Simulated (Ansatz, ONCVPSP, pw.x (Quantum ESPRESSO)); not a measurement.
**gallium: does the ONCV potential hold in the solid?**

```
Element                 : gallium (Ga)
Generator               : ONCVPSP 4.0.1.1 (patched build)
Type                    : optimised norm-conserving Vanderbilt (ONCV)
Functional              : LDA (Perdew-Wang 92)
Relativity              : scalar-relativistic
Frozen core             : [Ar] 3d10
Valence charge          : 3
Reference configuration : 4s1 4p2
Partial waves           : 4s: rc 1.70 bohr, ncon 4, nbas 8, qcut 3.2 1/bohr, 2 projectors, debl 3.5 Ha; 4p: rc 2.96 bohr, ncon 3, nbas 7, qcut 3.4 1/bohr, 2 projectors, debl 0.9 Ha; d scattering state at 0.37 Ha: rc 2.00 bohr, ncon 3, nbas 6, qcut 5 1/bohr, 2 projectors, debl 4 Ha
Local potential         : polynomial inside 1.65 bohr (lpopt 4, dvloc0 3 Ha)
Core correction         : Teter function, fcfact 1.75, rcfact 1.45
```

Crystal test: fcc Ga in pw.x 7.5, no spin, 14³ k-points, Fermi–Dirac smearing 0.01 Ry, cutoffs 125/500 Ry. The lattice is a test structure that the element need not adopt, and mesh and smearing are coarse.

pw.x input:

```
&control
  calculation='scf', prefix='x', pseudo_dir='./', outdir='./tmp', tstress=.true., disk_io='none'
/
&system
  ibrav=0, nat=1, ntyp=1, ecutwfc=125, ecutrho=500, nbnd=8,
  occupations='smearing', smearing='fd', degauss=0.01
/
&electrons
  conv_thr=1e-09, mixing_beta=0.4, electron_maxstep=70
/
ATOMIC_SPECIES
Ga 1.0 Ga.UPF
CELL_PARAMETERS angstrom
  0.00000000 2.04681242 2.04681242
  2.04681242 0.00000000 2.04681242
  2.04681242 2.04681242 0.00000000
ATOMIC_POSITIONS crystal
Ga 0.0000 0.0000 0.0000
K_POINTS automatic
14 14 14 0 0 0
```

```bash
pw.x < Ga.scf.in > Ga.scf.out
```

Task: How does the run end?

Result: It converges; the pressure is -4.32 GPa against -0.02 GPa from all-electron LAPW. The largest radius (2.96 bohr) exceeds half the bond length (2.74 bohr), so the spheres overlap, which is one possible source of error among others. This is a poor potential for the solid. The log shows:

```
Message from routine setup:
     using ibrav=0 with symmetry is DISCOURAGED, use correct ibrav instead
     lattice parameter (alat)  =       5.4701  a.u.
     unit-cell volume          =     115.7339 (a.u.)^3
     number of electrons       =         3.00
     number of Kohn-Sham states=            8
     kinetic-energy cutoff     =     125.0000  Ry
     charge density cutoff     =     500.0000  Ry
     scf convergence threshold =      1.0E-09
     Exchange-correlation= SLA  PW   NOGX NOGC
     number of k points=   104  Fermi-Dirac smearing, width (Ry)=  0.0100
     iteration #  1     ecut=   125.00 Ry     beta= 0.40
     c_bands:  1 eigenvalues not converged
     total energy              =      -4.91619401 Ry
     estimated scf accuracy    <       0.00092575 Ry
     iteration #  2     ecut=   125.00 Ry     beta= 0.40
     total energy              =      -4.91617725 Ry
     estimated scf accuracy    <       0.00031501 Ry
     iteration #  3     ecut=   125.00 Ry     beta= 0.40
     total energy              =      -4.91618027 Ry
     estimated scf accuracy    <       0.00000019 Ry
     iteration #  4     ecut=   125.00 Ry     beta= 0.40
     total energy              =      -4.91618041 Ry
     estimated scf accuracy    <          8.3E-09 Ry
     iteration #  5     ecut=   125.00 Ry     beta= 0.40
     the Fermi energy is     6.3792 ev
!    total energy              =      -4.91618041 Ry
     estimated scf accuracy    <          2.0E-10 Ry
     smearing contrib. (-TS)   =      -0.00161691 Ry
     The total energy is F=E-TS. E is the sum of the following terms:
     one-electron contribution =       2.52143485 Ry
     hartree contribution      =       0.01570490 Ry
     xc contribution           =      -2.11759434 Ry
     ewald contribution        =      -5.33410891 Ry
     convergence has been achieved in   5 iterations
          total   stress  (Ry/bohr**3)                   (kbar)     P=      -43.18
     Message from routine punch:
     Nothing written, as per user request (disk_io='none')
```
